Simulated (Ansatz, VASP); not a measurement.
**Two plane-wave programs on SiGe**

```
Si Ge
1.0
     3.79947    0.00000    0.00000
    -1.89974    3.29044    0.00000
     0.00000    0.00000    6.27903
Si Ge
2 2
Direct
  0.66667 0.33333 0.87450
  0.33333 0.66667 0.37450
  0.66667 0.33333 0.48486
  0.33333 0.66667 0.98486
```

Alike in both runs: task single point; functional LDA; k mesh 12 × 12 × 6; occupations gaussian, width 0.03 eV; no spin polarisation.

```csv
,VASP,Ansatz
version,VASP 6.6.1,Ansatz 0.2.0
potentials or method,"VASP PAW LDA potentials, release 64 (Si, Ge_d)","scalar-relativistic, plane waves, PAW"
plane-wave cutoff (eV),520,420
valence electrons in the cell,36,36
```

|  | VASP | Ansatz | Ansatz less VASP |
| --- | --- | --- | --- |
| gap on the k mesh at the Fermi level (eV) | none | none | - |
| pressure (GPa) | 5.9 | 5.8 | -0.11 |
| largest component of the traceless stress (GPa) | 4.64 | 4.62 | -0.025 |
| rms of the force components (eV/Å) | 0.682 | 0.681 | -0.0017 |

Atom by atom the forces differ by 0.002 eV/Å (rms over components). A gap of «none» marks a metal or a gap that the smearing closes. Ansatz warned: «pseudo_functional_mismatch».

Caveats: forces of over 1 eV/Å show positions far from the minimum, so gaps and moduli don't describe the material at rest.
